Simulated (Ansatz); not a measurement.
## Cl started on a Na site in rocksalt NaCl, 64 atoms, charge +2

All numbers come from Ansatz (PAW, plane waves, no spin–orbit coupling) at the single k point (¼, ¼, ¼) without its symmetry partners. The atoms were relaxed with PBEsol in a fixed cell; other functionals are single points on those atoms unless said otherwise. The valence top and gap of the host come from its small cell on a dense mesh, with the band extrema sought between the mesh points, lined up by the mean potential, PBEsol gap 5.01 eV, HSE06 gap 6.57 eV. The charge correction uses an assumed dielectric constant of 5.9.

Cell: a = 11.200 Å, b = 11.200 Å, c = 11.200 Å, α = 90.00°, β = 90.00°, γ = 90.00°.

Nearest atoms after relaxation, from the placed atom (for vacancies from the middle of the vacant sites): Cl at 2.28 Å, Cl at 2.28 Å, Cl at 2.28 Å, Cl at 2.28 Å, Cl at 3.03 Å, Cl at 3.03 Å.

Chemical potentials μ are those of reference phases of the elements at zero temperature by the same functional (the usual solids, diamond for C, grey Sn, and the molecules H2, N2, O2, F2, Cl2, Br2 and S8).

| functional | E(defect) − E(host) − Σ nμ + q·E_VBM (eV) | monopole (eV) | alignment (eV) | formation energy at E_F = VBM (eV) | moment (μB) | wall time, shared host |
| --- | --- | --- | --- | --- | --- | --- |
| PBEsol | 3.90 | 1.24 | 0.10 | 5.24 | 0 (no spin) | 16 s on NVIDIA GB300 (relaxation) |

(1) Estimate the formation energy and moment that HSE06 gives on these atoms.

(2) How does the monopole term follow by hand for this cubic cell?

HSE06 one-electron levels near the gap (the ten most localised at most), from the host's valence top, not corrected for the charge's images:

```csv
level (eV),spin,filling,atoms sharing it,element of the atom with most weight
-0.14,both,2.00,17.7,Cl
-0.07,both,2.00,10.9,Cl
-0.07,both,2.00,19.8,spread
-0.06,both,2.00,19.7,spread
-0.06,both,2.00,21.4,spread
-0.03,both,2.00,21.2,spread
0.02,both,2.00,17.0,Cl
0.21,both,2.00,4.8,Cl
2.29,both,0.00,4.6,Cl
2.29,both,0.00,4.6,Cl
```

All elements are taken at their own reference at once; growth conditions in equilibrium with the host shift these energies, by up to the host's formation enthalpy.

One k point and a cell of this size can leave errors of several tenths of an eV in such numbers.

Results:

(1) 5.08 eV at E_F = VBM (3.71 eV before the monopole term 1.24 eV and the alignment 0.13 eV), moment 0 (no spin).

(2) q²·α·e²/(4πε₀)/(2εL) with the Madelung constant α = 2.837 and e²/4πε₀ = 14.40 eV·Å: 4 × 2.837 × 14.40 / (2 × 5.9 × 11.200) = 1.24 eV.
